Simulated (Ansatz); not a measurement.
# Residual resistivity of an alloy: Ru(0001) with 2 layers of random Ru-Ag, 2x2

Wanted: resistance against the alloy's length, first Ru(0001) with 2 layers of random Ru-Ag, 2x2.

Calculated with Ansatz 0.2.0; Ansatz plane-wave DFT, PBE, PAW files; ballistic transport by layer matching (Landauer), zero bias; PAW set soft_1.

Most raw output is cut from this account.

## 1. The structure

The cell holds 48 atoms: 46 Ru and 2 Ag. Its edges and angles: a = 5.412 Å, b = 5.412 Å, c = 25.691 Å, α = 90.0°, β = 90.0°, γ = 120.0°. It derives from Ru. Regions: lead, 40 atoms (40 Ru); scattering region, 8 atoms (6 Ru and 2 Ag). The structure is stacked along c, and the current runs across the ab planes.

## 2. With 2 alloy layers

In 2 layers a share of 0.25 of the sites is given to Ag at random. The layers about the cell's end stay perfect and serve as the lead. Energies from -0.05 to 0.05 eV in steps of 0.05 eV are too few for the program's thermal sum, so it prints no conductance; for a metal the transmission near the Fermi level serves, at a fraction of the cost.

The input, input.yaml:

```yaml
crystal:
  lattice:
    - [5.4116, 0.0, 0.0]
    - [-2.7058, 4.6865830751, 0.0]
    - [0.0, 0.0, 25.6914]
  atoms:
    - { symbol: Ru, position: [0.1666666667, 0.3333333333, 0.0416666667] }
    - { symbol: Ru, position: [0.1666666667, 0.8333333333, 0.0416666667] }
    - { symbol: Ru, position: [0.6666666667, 0.3333333333, 0.0416666667] }
    - { symbol: Ru, position: [0.6666666667, 0.8333333333, 0.0416666667] }
    - { symbol: Ru, position: [0.3333333333, 0.1666666667, 0.125] }
    - { symbol: Ru, position: [0.3333333333, 0.6666666667, 0.125] }
    - { symbol: Ru, position: [0.8333333333, 0.1666666667, 0.125] }
    - { symbol: Ru, position: [0.8333333333, 0.6666666667, 0.125] }
[... 36 atom lines left out ...]
    - { symbol: Ru, position: [0.3333333333, 0.1666666667, 0.9583333333] }
    - { symbol: Ru, position: [0.3333333333, 0.6666666667, 0.9583333333] }
    - { symbol: Ru, position: [0.8333333333, 0.1666666667, 0.9583333333] }
    - { symbol: Ru, position: [0.8333333333, 0.6666666667, 0.9583333333] }
kpoints:
  mp_grid: { grid: [5, 5, 1] }
hamiltonian:
  xc: pbe
  pseudopotentials: { kind: paw, azcp: { folder: soft_1 } }
scf:
  occupations: { method: fermi_dirac, width: 0.1 }
output:
  transmission:
    leads: [[0, 8]]
    kmesh: [10, 10]
    e_range: [-0.05, 0.05]
    de: 0.05
  write_potential: true
  write_density: true
  volumetric_format: npy
```

Run with:

```bash
$ ansatz run input.yaml --threads 4 --pin off --max-ram 15360MiB --backend cpu --events-out ev --progress --plain --runs-dir out
```

Wall time 3.3 min (4 threads of Intel Xeon Platinum 8488C (Sapphire Rapids), shared host); peak memory 6 GiB; 12 min of CPU time.

This step gave:

| Quantity | Value |
| --- | --- |
| free energy | -285599.0649 eV |
| energy at zero smearing | -285598.2948 eV |
| Fermi energy | 23.33 eV |
| cell area | 25.36 Å² |
| transmission per spin nearest the Fermi level | 3.000 |
| open channels per spin nearest the Fermi level | 5.28 |
| step of the lead's potential | 8.9 meV |

Per spin. Table of transmission, zone mean by energy, zero at the Fermi level:

| energy (eV) | transmission, zone mean |
| --- | --- |
| -0.0500 | 3.04 |
| 0.0000 | 3.00 |
| 0.0500 | 3.06 |

Per spin. Open channels, zone mean, lead against energy, zero at the Fermi level:

| energy (eV) | open channels, zone mean, lead |
| --- | --- |
| -0.0500 | 5.12 |
| 0.0000 | 5.28 |
| 0.0500 | 5.88 |

Transmission over k1 and k2. At 0.0000 eV from the Fermi level.

Ten even steps from '0' (1.11) to '9' (8.56):
```
1111111000
0122221000
1123632110
1126996211
3234999432
1112699621
1011236321
0000122221
1000111111
3000030000
```
Columns: k1 (b1) from -0.5 to 0.4; rows upwards: k2 (b2) from -0.5 to 0.4.

Open channels over k1 and k2. At 0.0000 eV from the Fermi level.

Values, 10 rows by 10 columns:
```
 4.0  6.0  5.0  5.0  5.0  6.0  4.0  3.0  2.0  3.0
 3.0  5.0  5.0  5.0  5.0  5.0  5.0  3.0  2.0  2.0
 3.0  5.0  5.0  7.0  9.0  7.0  5.0  5.0  3.0  3.0
 4.0  5.0  5.0  9.0 12.0 12.0  9.0  5.0  5.0  4.0
 6.0  6.0  5.0  7.0 12.0 12.0 12.0  7.0  5.0  6.0
 4.0  4.0  5.0  5.0  9.0 12.0 12.0  9.0  5.0  5.0
 3.0  3.0  3.0  5.0  5.0  7.0  9.0  7.0  5.0  5.0
 3.0  2.0  2.0  3.0  5.0  5.0  5.0  5.0  5.0  5.0
 4.0  3.0  2.0  3.0  4.0  6.0  5.0  5.0  5.0  6.0
 6.0  4.0  3.0  3.0  4.0  6.0  4.0  3.0  3.0  4.0
```
Columns: k1 (b1) from -0.5 to 0.4; rows upwards: k2 (b2) from -0.5 to 0.4.

Over the solved energies the transmission per spin lies between 3.00 and 3.06, out of 5.43 channels of the lead on average (up to 5.88).

## 3. With 6 alloy layers

In 6 layers a share of 0.25 of the sites is given to Ag at random. A fresh draw is used; the growth of the resistance with length is what counts.

System of this step: Ru(0001) with 6 layers of random Ru-Ag, 2x2. The cell holds 64 atoms: 58 Ru and 6 Ag. Its edges and angles: a = 5.412 Å, b = 5.412 Å, c = 34.255 Å, α = 90.0°, β = 90.0°, γ = 120.0°. It derives from Ru. Regions: lead, 40 atoms (40 Ru); scattering region, 24 atoms (18 Ru and 6 Ag). The structure is stacked along c, and the current runs across the ab planes.

The input, input.yaml:

```yaml
crystal:
  lattice:
    - [5.4116, 0.0, 0.0]
    - [-2.7058, 4.6865830751, 0.0]
    - [0.0, 0.0, 34.2552]
  atoms:
    - { symbol: Ru, position: [0.1666666667, 0.3333333333, 0.03125] }
    - { symbol: Ru, position: [0.1666666667, 0.8333333333, 0.03125] }
    - { symbol: Ru, position: [0.6666666667, 0.3333333333, 0.03125] }
    - { symbol: Ru, position: [0.6666666667, 0.8333333333, 0.03125] }
    - { symbol: Ru, position: [0.3333333333, 0.1666666667, 0.09375] }
    - { symbol: Ru, position: [0.3333333333, 0.6666666667, 0.09375] }
    - { symbol: Ru, position: [0.8333333333, 0.1666666667, 0.09375] }
    - { symbol: Ru, position: [0.8333333333, 0.6666666667, 0.09375] }
[... 52 atom lines left out ...]
    - { symbol: Ru, position: [0.3333333333, 0.1666666667, 0.96875] }
    - { symbol: Ru, position: [0.3333333333, 0.6666666667, 0.96875] }
    - { symbol: Ru, position: [0.8333333333, 0.1666666667, 0.96875] }
    - { symbol: Ru, position: [0.8333333333, 0.6666666667, 0.96875] }
kpoints:
  mp_grid: { grid: [5, 5, 1] }
hamiltonian:
  xc: pbe
  pseudopotentials: { kind: paw, azcp: { folder: soft_1 } }
scf:
  occupations: { method: fermi_dirac, width: 0.1 }
output:
  transmission:
    leads: [[0, 8]]
    kmesh: [10, 10]
    e_range: [-0.05, 0.05]
    de: 0.05
  write_potential: true
  write_density: true
  volumetric_format: npy
```

Wall time 5.5 min (4 threads); peak memory 9.3 GiB; 21 min of CPU time.

Numbers from this step:

```yaml
free_energy: -386499.4204 eV
energy_at_zero_smearing: -386498.3490 eV
fermi_energy: 23.32 eV
transmission_per_spin_nearest_the_fermi_level: 1.766
step_of_the_lead_s_potential: 6.7 meV
```

Per spin. Table of transmission, zone mean by energy, zero at the Fermi level:

```csv
energy (eV),"transmission, zone mean"
-0.0500,1.73
0.0000,1.77
0.0500,1.78
```

Over the solved energies the transmission per spin lies between 1.73 and 1.78, out of 5.48 channels of the lead on average (up to 6).

## 4. With 10 alloy layers

In 10 layers a share of 0.25 of the sites is given to Ag at random. A fresh draw is used; the growth of the resistance with length is what counts.

System of this step: Ru(0001) with 10 layers of random Ru-Ag, 2x2. The cell holds 80 atoms: 70 Ru and 10 Ag. Cell: a = 5.412 Å, b = 5.412 Å, c = 42.819 Å, α = 90.0°, β = 90.0°, γ = 120.0°. It derives from Ru. Regions: lead, 40 atoms (40 Ru); scattering region, 40 atoms (30 Ru and 10 Ag). The structure is stacked along c, and the current runs across the ab planes.

The input, input.yaml:

```yaml
crystal:
  lattice:
    - [5.4116, 0.0, 0.0]
    - [-2.7058, 4.6865830751, 0.0]
    - [0.0, 0.0, 42.819]
  atoms:
    - { symbol: Ru, position: [0.1666666667, 0.3333333333, 0.025] }
    - { symbol: Ru, position: [0.1666666667, 0.8333333333, 0.025] }
    - { symbol: Ru, position: [0.6666666667, 0.3333333333, 0.025] }
    - { symbol: Ru, position: [0.6666666667, 0.8333333333, 0.025] }
    - { symbol: Ru, position: [0.3333333333, 0.1666666667, 0.075] }
    - { symbol: Ru, position: [0.3333333333, 0.6666666667, 0.075] }
    - { symbol: Ru, position: [0.8333333333, 0.1666666667, 0.075] }
    - { symbol: Ru, position: [0.8333333333, 0.6666666667, 0.075] }
[... 68 atom lines left out ...]
    - { symbol: Ru, position: [0.3333333333, 0.1666666667, 0.975] }
    - { symbol: Ru, position: [0.3333333333, 0.6666666667, 0.975] }
    - { symbol: Ru, position: [0.8333333333, 0.1666666667, 0.975] }
    - { symbol: Ru, position: [0.8333333333, 0.6666666667, 0.975] }
kpoints:
  mp_grid: { grid: [5, 5, 1] }
hamiltonian:
  xc: pbe
  pseudopotentials: { kind: paw, azcp: { folder: soft_1 } }
scf:
  occupations: { method: fermi_dirac, width: 0.1 }
output:
  transmission:
    leads: [[0, 8]]
    kmesh: [10, 10]
    e_range: [-0.05, 0.05]
    de: 0.05
  write_potential: true
  write_density: true
  volumetric_format: npy
```

Elapsed: 13 min, on 4 threads; peak memory 8.7 GiB; 50 min of CPU time.

Numbers from this step:

| Quantity | Value |
| --- | --- |
| free energy | -487398.1424 eV |
| energy at zero smearing | -487396.7770 eV |
| Fermi energy | 23.31 eV |
| transmission per spin nearest the Fermi level | 1.382 |
| step of the lead's potential | 7.1 meV |

Per spin. Table of transmission, zone mean by energy, zero at the Fermi level:

```csv
energy (eV),"transmission, zone mean"
-0.0500,1.35
0.0000,1.38
0.0500,1.40
```

Over the solved energies the transmission per spin lies between 1.35 and 1.40, out of 5.5 channels of the lead on average (up to 6.06).

## 5. Resistance against length

This step: Ansatz plane-wave DFT, PBE, PAW files; ballistic transport by layer matching (Landauer), zero bias; residual resistivity from the slope of the area resistance, atoms on the host's lattice; PAW set soft_1 (Ansatz 0.2.0).

This step gave:

```
resistivity           : 76.18 µΩ cm
intercept             : 0.1951 fΩ m²
scatter about the fit : 0.06335 fΩ m²
```

Resistance, by row:

```
run  length (Å)      T  channels N  RA (fΩ m²)
 n2       4.282  3.032       5.427      0.4765
 n6       12.85  1.759        5.48       1.263
n10       21.41  1.377         5.5       1.781
```

Table of area resistance by length of the alloy:

```
length of the alloy (Å)  area resistance (fΩ m²)
                   4.28                    0.477
                  12.85                     1.26
                  21.41                     1.78
```

The area resistance goes from 0.48 to 1.8 fΩ m² between 4.3 and 21.4 Å, a slope of 76 µΩ cm.

By hand from the end points: (1.781 − 0.4765) fΩ m² / (21.41 − 4.28) Å = 76 µΩ cm, since 1 fΩ m² per Å is 1000 µΩ cm.

## 6. What came out

* resistivity from the slope: 76.2 µΩ cm
* area resistance over 4.28 Å: 0.477 fΩ m²
* area resistance over 12.8 Å: 1.26 fΩ m²
* area resistance over 21.4 Å: 1.78 fΩ m²

**Reading.** The slope gives 76 µΩ cm. The points scatter by 0.063 fΩ m² about the line, with one random draw a length in a 2x2 cell, so the slope is a rough value. The lead's own channel count moves between the runs (5.43, 5.48 and 5.5), which shifts RA and the slope too. Read with a model of isotropic scattering on a spherical Fermi surface and the lead's 1.7×10¹⁵ S/m², this slope means a mean free path near 6.0 Å; over these lengths the model's slope is within 3 % of its bulk resistivity, though a free path of a few ångströms strains the picture. The draw over the shortest length came out nearly ordered, with 8 symmetry operations, so that point is a poor sample of a random alloy. The atoms sit on the host's lattice, so scattering by size misfit is left out.

[Logs are printed without paths, hosts, clocks, repeated set-up lines and the standing remarks that a program may print on its own settings, such as how far it seeks lower states.]

[Hosts, paths, dates, database ids (printed as entryN), source tags and the programs' standing remarks are cut or masked in the printed files.]
